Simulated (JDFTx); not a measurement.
Crystal: Be.

```
Be
1.0
     2.28530    0.00000    0.00000
    -1.14265    1.97913    0.00000
     0.00000    0.00000    3.58420
Be
2
Direct
  0.66667 0.33333 0.75000
  0.33333 0.66667 0.25000
```

```yaml
Program: JDFTx 1.7.0 (patched build)
Task: relaxation of cell and atoms
Functional: r2SCAN
Potentials_or_basis: SG15-PBE-1.2 with smoothed tails
Cutoff: 1088 eV
Density_cutoff: 8708 eV
k_mesh: 6 × 6 × 4
Occupations: fermi-dirac, width 0.05 eV
Spin: no spin polarisation
```

At the start: pressure -2.2 GPa; volume 8.11 Å³/atom.

Q: Where does the relaxation end?

A: Over 5 steps the energy falls by 5.9 meV/atom and the volume is 7.98 Å³/atom (-1.5 %); space group P6_3/mmc (No. 194, to 0.05 Å).

The path:
```tsv
step	energy change (eV)	largest force (eV/Å)	pressure (GPa)	volume (Å³)
1	0.0000	0.0000	-2.15	16.21
2	-0.0041	0.0000	-1.74	16.16
3	-0.0117	0.0000	0.09	15.95
4	-0.0117	0.0000	0.01	15.96
5	-0.0117	0.0000	0.00	15.96
```

Final structure:
```cif
data_structure
_symmetry_space_group_name_H-M 'P 1'
_symmetry_Int_Tables_number 1
_cell_length_a 2.2945
_cell_length_b 2.2945
_cell_length_c 3.5017
_cell_angle_alpha 90.000
_cell_angle_beta 90.000
_cell_angle_gamma 120.000
_cell_volume 15.96
loop_
_atom_site_label
_atom_site_type_symbol
_atom_site_fract_x
_atom_site_fract_y
_atom_site_fract_z
_atom_site_occupancy
Be1 Be 0.66667 0.33333 0.75000 1
Be2 Be 0.33333 0.66667 0.25000 1
```

Caveat: the k mesh is coarse (spacing up to 0.53 Å⁻¹), so the values aren't converged; meta-GGA forces are noisy on this grid; the potentials were made for another functional, which shifts forces and pressure.
